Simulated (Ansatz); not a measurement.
# Al3Cu: convergence and cost

The task here is to estimate one member of a computed series from the others.

Method: DFT PBEsol, scalar-relativistic, plane waves, PAW, in Ansatz 0.2.0.

### The structure to begin with

It takes space group P4/mmm (No. 123, tetragonal). Conventional cell: a = 2.778 Å, b = 2.778 Å, c = 7.513 Å, α = 90.00°, β = 90.00°, γ = 90.00°. Al (site symmetry 4/mmm) has 12 Al at 2.78 to 2.85 Å as nearest neighbours. Al (site symmetry 4mm) has 4 Cu at 2.60 Å and 8 Al at 2.78 to 2.85 Å as nearest neighbours. Cu (site symmetry 4/mmm) is surrounded by 8 Al at 2.60 Å and 4 Cu at 2.78 Å.

Structure file:

```cif
data_structure
_symmetry_space_group_name_H-M 'P 1'
_symmetry_Int_Tables_number 1
_cell_length_a 2.7784
_cell_length_b 2.7784
_cell_length_c 7.5134
_cell_angle_alpha 90.000
_cell_angle_beta 90.000
_cell_angle_gamma 90.000
_cell_volume 58.00
loop_
_atom_site_label
_atom_site_type_symbol
_atom_site_fract_x
_atom_site_fract_y
_atom_site_fract_z
_atom_site_occupancy
Al1 Al 0.00000 0.00000 0.50000 1
Al2 Al 0.50000 0.50000 0.22612 1
Al3 Al 0.50000 0.50000 0.77388 1
Cu1 Cu 0.00000 0.00000 0.00000 1
```

The structure comes from the Materials Project (structure only); it is used as listed.

The first run:

The input, input.yaml:

```yaml
crystal:
  lattice:
    - [2.7784054294, 0.0, 0.0]
    - [0.0, 2.7784054294, 0.0]
    - [0.0, 0.0, 7.51340341]
  atoms:
    - { symbol: Al, position: [0.0, 0.0, 0.5] }
    - { symbol: Al, position: [0.5, 0.5, 0.22611551] }
    - { symbol: Al, position: [0.5, 0.5, 0.77388449] }
    - { symbol: Cu, position: [0.0, 0.0, 0.0] }
basis:
  ecutwfc: 420
kpoints:
  mp_grid: { grid: [6, 6, 4] }
hamiltonian:
  xc: pbesol
scf:
  occupations: { method: gaussian, width: 0.1 }
output:
  forces: true
  stress: true
  eigenvalues: true
```

Launch:

```bash
$ ansatz run input.yaml --threads 1 --pin off --max-ram 2560MiB --backend cpu --events-out ev --progress --plain --runs-dir out
```

Steps of the session up to this table: Quick check of gap, pressure and forces; The base run; Plane-wave cutoff set to 150 eV; Plane-wave cutoff set to 200 eV; Plane-wave cutoff: 250 eV; Plane-wave cutoff set to 300 eV; Plane-wave cutoff set to 350 eV; Plane-wave cutoff set to 380 eV; Plane-wave cutoff: 460 eV; Plane-wave cutoff: 520 eV; Plane-wave cutoff: 600 eV; Plane-wave cutoff: 700 eV; Plane-wave cutoff: 850 eV.

One of the session's tables, all rows but one given; the rest of the session is left out.

It belongs to the step «What the plane-wave cutoff changes». 

| cutoff (eV) | ΔE (meV/atom) | pressure (GPa) | largest change of a force component (eV/Å) |
| --- | --- | --- | --- |
| 150 | 22180 | 15.02 | 0.637 |
| 200 | 4063 | -0.78 | 0.022 |
| 250 | 729 | 4.43 | 0.081 |
| 300 | ? | ? | ? |
| 350 | 9.70 | 0.94 | 0.007 |
| 380 | 3.02 | 0.91 | 0.001 |
| 420 | 1.04 | 0.92 | 0.000 |
| 460 | 0.53 | 0.92 | 0.000 |
| 520 | 0.23 | 0.92 | 0.000 |
| 600 | 0.11 | 0.92 | 0.000 |
| 700 | 0.06 | 0.92 | 0.000 |
| 850 | 0.00 | 0.91 | 0.000 |

Estimate the missing values for cutoff (eV) = 300.

Worked estimate for «ΔE (meV/atom)». A straight line through the neighbours (250, 729) and (350, 9.70) gives 729 + (9.70 − 729) × (300 − 250) / (350 − 250) = 369.4; a parabola fitted to 4 rows on both sides gives -420.7.

As computed: ΔE (meV/atom): 94.0; pressure (GPa): 1.54; largest change of a force component (eV/Å): 0.044. In «ΔE (meV/atom)» the line misses by +275.4 and the parabola by -514.7. Between these rows the values bend or scatter more than so simple an estimate can follow.

Limits of these values: Warnings in the runs' records: cutoff below recommended.
